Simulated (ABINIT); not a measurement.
Here is an ABINIT 10.8.3 (patched build) calculation.

The input run.abi:

```
pp_dirpath "./"
pseudos "W.upf, C.upf"

acell 3*1.0
rprim
     5.4924889812     0.0000000000     0.0000000000
    -2.7462444906     4.7566349877     0.0000000000
     0.0000000000     0.0000000000     5.3603971251
ntypat 2
znucl 74 6
natom 2
typat 1 2
xcart
     0.0000000000     0.0000000000     0.0000000000
     1.4532500001     0.8390342786     1.4183000000 Angstrom

ecut 37.0

kptopt 1
ngkpt 8 8 7
nshiftk 1
shiftk 0.0 0.0 0.0

ixc -116133

nband 13
occopt 3
tsmear 0.05 eV

nstep 100
tolvrs 1.0e-10

iomode 3
prtwf 0
prtden 0
prteig 0
prtebands 0
```

Potentials or basis: PseudoDojo NC SR PBEsol v0.4.1 standard.

Command:

```sh
$ abinit run.abi > log 2>&1
```

What does it give for the pressure?

-3.5 GPa.

Predict the band gap on the k mesh.

none (metal or under the smearing width).

Stress tensor (GPa, compression positive):
```
-2.92  0.00  0.00
 0.00 -2.92  0.00
 0.00  0.00 -4.53
```

The run has no spin-orbit coupling, so splittings on W are missing.
